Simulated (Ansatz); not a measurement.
**AlN: slide and opening across a plane**

Aim: map the energy of AlN (P6_3mc, No. 186; 8 atoms in the cell) over two coordinates, and find its wells, ridges and stiffness.

Program: Ansatz 0.2.0. Level of theory: DFT LDA, scalar-relativistic, plane waves, PAW. These are calculated values, not measurements.

17 further runs of the same task are left out: 17 set aside as unsound or not needed.

### 1 The starting structure

Symmetry: P6_3mc, No. 186, hexagonal system. Conventional cell: a = 3.089 Å, b = 3.089 Å, c = 4.944 Å, α = 90.00°, β = 90.00°, γ = 120.00°. Around Al (site symmetry 3m) lie 4 N at 1.88 to 1.89 Å. Around N (site symmetry 3m) lie 4 Al at 1.88 to 1.89 Å.

Coordinates:

```
Al N
1.0
     3.08862    0.00000    0.00000
    -1.54431    2.67482    0.00000
     0.00000    0.00000    4.94358
Al N
2 2
Direct
  0.33333 0.66667 0.00152
  0.66667 0.33333 0.50152
  0.33333 0.66667 0.38348
  0.66667 0.33333 0.88348
```

It is the result of an earlier relaxation at this level (volume 10.21 Å³/atom; gap on the mesh: 4.42 eV).

### 3 Plan of the scan

Rigid slide and opening across a plane, one cut a cell; the plane is (0 0 1) of the conventional cell, and the faces at the cut hold Al and N.

The axes are (1) slide along 0 a1 + a2 (3.089 Å): 12 values from 0.000 to 0.917, periodic; (2) opening across the cut: 7 values from −0.3 to 3.2 Å.

Nothing else is relaxed (rigid halves). Energies count from the perfect crystal. Points are written as (first, second).

(The set-up runs are not shown.)

### 4 Point (0.500, 3.2 Å)

Contents of input.yaml:

```yaml
crystal:
  lattice:
    - [-3.0886152975, 0.0, 0.0]
    - [-1.5443076488, -2.6748193102, 0.0]
    - [-0.7721538244, -1.3374096551, 13.0871685333]
  atoms:
    - { symbol: Al, position: [0.3333333333, -0.008339039, 0.6833447446] }
    - { symbol: Al, position: [0.3333333333, 0.1805323832, 0.3056019002] }
    - { symbol: Al, position: [0.6666666667, 0.6083014277, 0.116730478] }
    - { symbol: Al, position: [0.6666666667, 0.4194300055, 0.4944733224] }
    - { symbol: "N", position: [0.3333333333, 0.2972628612, 0.0721409442] }
    - { symbol: "N", position: [0.3333333333, 0.1083914391, 0.4498837886] }
    - { symbol: "N", position: [0.6666666667, 0.5361604835, 0.2610123664] }
    - { symbol: "N", position: [0.6666666667, 0.3472890613, 0.6387552107] }
basis:
  ecutwfc: 520.0
kpoints:
  mp_grid: { grid: [8, 8, 3] }
hamiltonian:
  xc: lda
  pseudopotentials: { kind: paw, azcp: { folder: soft_1 } }
scf:
  occupations: { method: gaussian, width: 0.05 }
output:
  forces: true
  stress: true
  eigenvalues: true
```

Started as:

```
$ ansatz run input.yaml --threads 2 --pin off --max-ram 4096MiB --backend cpu --events-out ev --progress --plain --runs-dir out
```

The session goes on with these runs: the other points that were computed.

What does the calculation give? Wanted: lowest point; highest computed point; band gap on the k-mesh.

The runs gave:

| quantity | value |
| --- | --- |
| lowest point | (0.000, 0.0 Å), 0 mJ/m² |
| highest computed point | (0.500, 3.2 Å), 7965 mJ/m² above the lowest |
| band gap on the k-mesh (eV) | 0.00 at (0.000, 2.0 Å) to 4.60 at (0.000, −0.3 Å); 4.42 at the lowest point |
| time for all points | 20 min on 2 threads, shared host |

The lowest computed point is at (0.000, 0.0 Å), which is the perfect crystal itself. No other kind of well shows on this grid. The highest computed point, (0.500, 3.2 Å), lies 7965 mJ/m² above the lowest. On the interpolated surface the easiest way out of the lowest well to its copy in the next cell or period passes a barrier of about 2700 mJ/m². Round the minimum the two coordinates are nearly uncoupled. At the widest opening, 3.2 Å, the energy is 7963 mJ/m² on average and varies by 5.0 mJ/m² with the slide; as the faces part it tends to the unrelaxed work of separation. The gap closes in part of the range. The final runs have no spin polarisation, so no magnetic state was tried and one may lie lower.

These are semilocal Kohn-Sham gaps, which aren't the measured quantity. Such gaps usually fall short of the measured ones.
